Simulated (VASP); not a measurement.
# PbSe (Pm-3m) in VASP: a series of runs

Runs on PbSe. Level: PBEsol. Tasks: single point.

All numbers are computed with VASP 6.6.1; they aren't measurements. Logs are shortened: lines on timing, memory, paths and dates and some standing lists are left out, and cuts for length are marked.

## (1) The structure

Symmetry: Pm-3m, No. 221, cubic system. The conventional cell has a = 3.784 Å, b = 3.784 Å, c = 3.784 Å, α = 90.00°, β = 90.00°, γ = 90.00°. Pb (site symmetry m-3m) is surrounded by 8 Se at 3.28 Å. Se (site symmetry m-3m) is surrounded by 8 Pb at 3.28 Å.

Measurements of this composition are mostly on another form, of space group No. 225.

## (2) Single point, PBEsol

INCAR

```
SYSTEM = PbSe
  ADDGRID = .False.
  ALGO = Normal
  EDIFF = 1E-6
  ENCUT = 340
  GGA = PS
  ISIF = 2
  ISMEAR = 0
  LASPH = .True.
  LCHARG = .False.
  LREAL = .False.
  LWAVE = .False.
  NELM = 100
  PREC = Accurate
  SIGMA = 0.05
```

KPOINTS

```
k-points
0
Gamma
  5 5 5
  0 0 0
```

POSCAR

```
PbSe
1.0
    3.7843220000      0.0000000000      0.0000000000
    0.0000000000      3.7843220000      0.0000000000
    0.0000000000      0.0000000000      3.7843220000
Pb Se
1 1
Direct
    0.0000000000      0.0000000000      0.0000000000
    0.5000000000      0.5000000000      0.5000000000
```

Potentials or basis: VASP PAW PBE potentials, release 64 (Pb_d, Se).

Command:

```sh
cat potpaw_PBE.64/Pb_d/POTCAR potpaw_PBE.64/Se/POTCAR > POTCAR
mpirun -np 1 vasp_std > vasp.out
```

OUTCAR:

```text
SYSTEM = PbSe
   EDIFF = 1E-6
   ENCUT = 340
   GGA = PS
   ISIF = 2
   ISMEAR = 0
   LASPH = .True.
   LREAL = .False.
   NELM = 100
   PREC = Accurate

 Found     10 irreducible k-points:

 Following reciprocal coordinates:
            Coordinates               Weight
  0.000000  0.000000  0.000000      1.000000
  0.200000  0.000000  0.000000      6.000000
  0.400000  0.000000  0.000000      6.000000
  0.200000  0.200000  0.000000     12.000000
  0.400000  0.200000  0.000000     24.000000
  0.400000  0.400000  0.000000     12.000000
   k-points           NKPTS =     10   k-points in BZ     NKDIM =     10   number of bands    NBANDS=     14
   number of dos      NEDOS =    301   number of ions     NIONS =      2
   total plane-waves  NPLWV =  13824
   dimension x,y,z NGX =    24 NGY =   24 NGZ =   24
   dimension x,y,z NGXF=    48 NGYF=   48 NGZF=   48
   ions per type =               1   1
   NGX,Y,Z   is equivalent  to a cutoff of  10.54, 10.54, 10.54 a.u.
   NGXF,Y,Z  is equivalent  to a cutoff of  21.09, 21.09, 21.09 a.u.
 SYSTEM =  PbSe
   PREC   = accura    normal or accurate (medium, high low for compatibility)
   ISTART =      0    job   : 0-new  1-cont  2-samecut
   ICHARG =      2    charge: 1-file 2-atom 10-const
   ISPIN  =      1    spin polarized calculation?
   LNONCOLLINEAR =      F non collinear calculations
   LSORBIT =      F    spin-orbit coupling
   LASPH  =      T    aspherical Exc in radial PAW
   ENCUT  =  340.0 eV  24.99 Ry    5.00 a.u.   5.69  5.69  5.69*2*pi/ulx,y,z
   NELM   =    100;   NELMIN=  2; NELMDL= -5     # of ELM steps
   EDIFF  = 0.1E-05   stopping-criterion for ELM
   LREAL  =      F    real-space projection
   EDIFFG = 0.1E-04   stopping-criterion for IOM
   NSW    =      0    number of steps for IOM
   IBRION =     -1    ionic relax: 0-MD 1-quasi-New 2-CG
   NFREE  =      0    steps in history (QN), initial steepest desc. (CG)
   ISIF   =      2    stress and relaxation
   ISYM   =      2    0-nonsym 1-usesym 2-fastsym
   POTIM  = 0.5000    time-step for ionic-motion
   TEBEG  =    0.0;   TEEND  =   0.0 temperature during run
   PSTRESS=    0.0 pullay stress
   NELECT =      20.0000    total number of electrons
   NUPDOWN=      -1.0000    fix difference up-down
   EMIN   =  10.00;   EMAX   =-10.00  energy-range for DOS
   EFERMI =   0.00;   METHOD = LEGACY
   ISMEAR =     0;   SIGMA  =   0.05  broadening in eV -4-tet -1-fermi 0-gaus
   EFERMI_NEDOS =   21; number of points for ismear=-14 and -15
   IALGO  =     38    algorithm
   IMIX   =      4    mixing-type and parameters
     AMIX     =   0.40;   BMIX     =  1.00
     AMIX_MAG =   1.60;   BMIX_MAG =  1.00
  volume/ion in A,a.u.               =      27.10       182.87
  Fermi-wavevector in a.u.,A,eV,Ry     =   1.174258  2.219025 18.760817  1.378881
  Thomas-Fermi vector in A             =   2.310658
   LORBIT       =      0    0 simple, 1 ext, 2 COOP (PROOUT), +10 PAW based schemes
   GGA     = PS    functional components
   LHFCALC =     F    Hartree Fock is set to
   AEXX    =    0.0000 exact exchange contribution
   IVDW    =     0    specifies the selected vdW correction
   LEPSILON=     F    determine dielectric tensor
   LRPA    =     F    only Hartree local field effects (RPA)
 non-spin polarized calculation
 Gauss-broadening in eV      SIGMA  =   0.05
  energy-cutoff  :      340.00
  volume of cell :       54.20
 maximum number of plane-waves:       792
 NGX is ok and might be reduce to    24
   NGX = 11   NGY = 11   NGZ = 11

 number of electron      19.9999983 magnetization

 Free energy of the ion-electron system (eV)
  ---------------------------------------------------
  ext. energy  EPLUGINS =         0.00000000
  ---------------------------------------------------
  free energy    TOTEN  =        -8.44669353 eV

  energy without entropy =       -8.44615593  energy(sigma->0) =       -8.44642473

 E-fermi :   5.2557     XC(G=0): -10.1160

 val. band max:        5.1793542030   @ k =   0.4000   0.4000   0.0000
 cond. band min:       5.3360110065   @ k =   0.4000   0.4000   0.4000
 fundamental gap:      0.1566568034
 Fermi energy:         5.2557137779

 k-point     1 :       0.0000    0.0000    0.0000
  band No.  band energies     occupation
      1     -11.6989      2.00000
      2     -11.6989      2.00000
      3     -11.5462      2.00000
      4     -11.5462      2.00000
      5     -11.5462      2.00000
      6      -7.9879      2.00000
      7      -1.9007      2.00000
      8       3.7300      2.00000
      9       3.7300      2.00000
     10       3.7300      2.00000
     11      10.2430      0.00000
     12      10.2430      0.00000
     13      11.2257      0.00000
     14      11.2257      0.00000

 k-point     2 :       0.2000    0.0000    0.0000
  band No.  band energies     occupation
      1     -11.6968      2.00000
      2     -11.6586      2.00000
      3     -11.5615      2.00000
      4     -11.5615      2.00000
      5     -11.5451      2.00000
      6      -7.6992      2.00000
      7      -2.4669      2.00000
      8       3.6215      2.00000
      9       4.0672      2.00000
     10       4.0672      2.00000
     11       8.8049      0.00000
     12      10.3405      0.00000
     13      10.3405      0.00000
     14      10.5513      0.00000

 k-point     3 :       0.4000    0.0000    0.0000
  band No.  band energies     occupation
      1     -11.6931      2.00000
      2     -11.5935      2.00000
      3     -11.5858      2.00000
      4     -11.5858      2.00000
      5     -11.5434      2.00000
      6      -7.0585      2.00000
      7      -3.5832      2.00000
      8       4.2897      2.00000
      9       4.8090      2.00000
     10       4.8090      2.00000
     11       6.1434      0.00000
     12       8.8305      0.00000
     13       8.8305      0.00000
     14      11.3694      0.00000

 k-point     4 :       0.2000    0.2000    0.0000
  band No.  band energies     occupation
      1     -11.6759      2.00000
      2     -11.6355      2.00000
      3     -11.5827      2.00000
      4     -11.5609      2.00000
      5     -11.5584      2.00000
      6      -7.4228      2.00000
      7      -2.6596      2.00000
      8       2.4439      2.00000
      9       4.3534      2.00000
     10       4.9807      2.00000
     11       7.2939      0.00000
     12       9.9945      0.00000
     13      10.0504      0.00000
     14      11.8592      0.00000

 k-point     5 :       0.4000    0.2000    0.0000
  band No.  band energies     occupation
      1     -11.6662      2.00000
      2     -11.6157      2.00000
      3     -11.5829      2.00000
      4     -11.5744      2.00000
      5     -11.5564      2.00000
      6      -6.8345      2.00000
      7      -3.2939      2.00000
      8       2.3735      2.00000
      9       4.0146      2.00000
     10       4.9436      2.00000
     11       7.0142      0.00000
     12       9.1371      0.00000
     13       9.1419      0.00000
     14      12.5848      0.00000

 k-point     6 :       0.4000    0.4000    0.0000
  band No.  band energies     occupation
      1     -11.6630      2.00000
      2     -11.6409      2.00000
      3     -11.5789      2.00000
      4     -11.5781      2.00000
      5     -11.5265      2.00000
      6      -6.4119      2.00000
      7      -2.6958      2.00000
      8       1.0376      2.00000
      9       1.8433      2.00000
     10       5.1794      1.96921
     11       8.4379      0.00000
     12       9.4021      0.00000
     13       9.7648      0.00000
     14      12.5064      0.00000

 [... further k-points ...]

------------------------ aborting loop because EDIFF is reached ----------------------------------------

  FORCE on cell =-STRESS in cart. coord.  units (eV):
  Direction    XX          YY          ZZ          XY          YZ          ZX
  --------------------------------------------------------------------------------------
  -------------------------------------------------------------------------------------
  Total       -1.0319299     -1.0319299     -1.0319299     -0.0000000      0.0000000     -0.0000000
  in kB      -30.5067905    -30.5067905    -30.5067905     -0.0000000      0.0000000     -0.0000000
  external PRESSURE =     -30.5067905 kB  Pullay stress =       0.0000000 kB

 VOLUME and BASIS-vectors are now :
 -----------------------------------------------------------------------------
  energy-cutoff  :      340.00
  volume of cell :       54.20
      direct lattice vectors                 reciprocal lattice vectors
     3.784322000  0.000000000  0.000000000     0.264248127  0.000000000  0.000000000
     0.000000000  3.784322000  0.000000000     0.000000000  0.264248127  0.000000000
     0.000000000  0.000000000  3.784322000     0.000000000  0.000000000  0.264248127

 POSITION                                       TOTAL-FORCE (eV/Angst)
 -----------------------------------------------------------------------------------
      0.00000      0.00000      0.00000         0.000000      0.000000      0.000000
      1.89216      1.89216      1.89216         0.000000      0.000000      0.000000
 -----------------------------------------------------------------------------------
    total drift:                                0.000000      0.000000     -0.000000

  FREE ENERGIE OF THE ION-ELECTRON SYSTEM (eV)
  ---------------------------------------------------
  free  energy   TOTEN  =        -8.4466935265 eV

  energy  without entropy=       -8.4461559327  energy(sigma->0) =       -8.44642473
```

It took 4.1 s on 1 thread of Intel Xeon Platinum 8488C (Sapphire Rapids), shared host; peak memory 0.13 GiB.

These settings aren't checked as converged: the numbers below hold their error.

Results:

| Quantity | Value |
| --- | --- |
| Free energy | -8.4467 eV |
| Pressure | -3.1 GPa |
| Band gap on the k mesh | 0.16 eV, indirect (least direct gap 1.33 eV) |

Caveat: the PAW data sets were made with another functional, which shifts forces and pressure a little; spin-orbit coupling is left out, which as a rule narrows the gap of such compounds by several tenths of an eV; an odd mesh through Γ misses points on the zone boundary, where band edges often lie.

(Continued in part 2 of 2.)
